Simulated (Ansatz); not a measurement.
In doubt: masses and optical values from hybrid runs of this build are listed as unsure, which bears on the screening that GW takes from such a start.

Rows from a G0W0 calculation on LiTaO3 (R3c) (Ansatz 0.2.0; G0W0 on HSE06, plane waves, PAW; PAW set soft_1; 4×4×4 mesh, 239 empty bands, screening to 100 eV, PAW set soft_1 files), in eV. Spin-orbit coupling is left out.

```
row  k  band   start       Σx  Σc at the solution      Vxc
  A  Γ    c3  12.277  -13.395              -4.277  -18.434
  B  Γ    v3   6.127  -26.103               4.111  -22.160
  C  Γ    v1   6.477  -26.078               4.285  -21.987
  D  Γ    c1  11.926  -13.161              -4.327  -18.240
```

Q: Give the quasiparticle energies and the shift of each level.

The quasiparticle equation reads E = start + Σx + Σc(E) − Vxc.

```
row  E (eV)  shift (eV)
  A  13.040      +0.762
  B   6.295      +0.168
  C   6.672      +0.195
  D  12.678      +0.753
```

Limits: not at the basis limit; no spin-orbit coupling.

[Paths, hosts, dates, memory and timing lines, banners, echoed tables and standing remarks are left out of the program output.]

[Logs are printed without paths, hosts, clocks, repeated set-up lines and the standing remarks that a program may print on its own settings, such as how far it seeks lower states.]

[Runs of the session that timed out or met a known fault of the program may be left out.]

[Cells called generated may have been cut or substituted from an entry of the Crystallography Open Database or the Materials Project.]

[Hosts, paths, dates, database ids (printed as entryN), source tags and the programs' standing remarks are cut or masked in the printed files.]
